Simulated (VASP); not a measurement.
Wanted: the native input for a VASP 6.6.1 run.

- Task: single point
- Functional: PBEsol
- Potentials or basis: VASP PAW PBE potentials, release 64 (P)
- Cutoff: 520 eV
- k mesh: 12 × 12 × 12
- Occupations: gaussian, width 0.15 eV
- Spin: no spin polarisation
- Dipole correction: no
- Further INCAR settings: ALGO = Fast; EDIFF = 1e-06; NBANDS = 8

The structure of P lies in POSCAR:

```
P
1.0
    4.2729048574     -0.1068226214      0.0000000000
   -0.1068226214      4.2729048574      0.0000000000
    0.0000000000      0.0000000000      4.3780000000
P
1
Direct
    0.0000000000      0.0000000000      0.0000000000
```

This isn't the form of P at room conditions, which is orthorhombic.

The cell isn't the ideal one: strain -0.0500 x Voigt [0, 0, 0, 0, 0, 1], atoms carried along.

These files were run (other wordings do the same):

INCAR

```
  PREC = Accurate
  ENCUT = 520
  EDIFF = 1E-6
  ISMEAR = 0
  SIGMA = 0.15
  LREAL = F
  LASPH = T
  NELM = 100
  ALGO = Fast
  ISIF = 2
  LWAVE = F
  LCHARG = T
  GGA = PS
  LELF = T
  LVHAR = T
  NBANDS = 8
```

KPOINTS

```
regular mesh
0
Gamma
  12 12 12
```

Potentials or basis: VASP PAW PBE potentials, release 64 (P).

The run is started by

```bash
$ cat potpaw_PBE.64/P/POTCAR > POTCAR
$ mpirun -np 1 vasp_std > vasp.out
```

Results of the run:

```
Pressure               : -3.9 GPa
Band gap on the k mesh : none (metal or under the smearing width)
```

Caveat: the PAW data sets were made with another functional, which shifts forces and pressure a little.

Run time: 98 s on 1 thread of Intel(R) Xeon(R) Platinum 8488C (Sapphire Rapids), with other jobs on the host, peak memory 0.3 GiB.
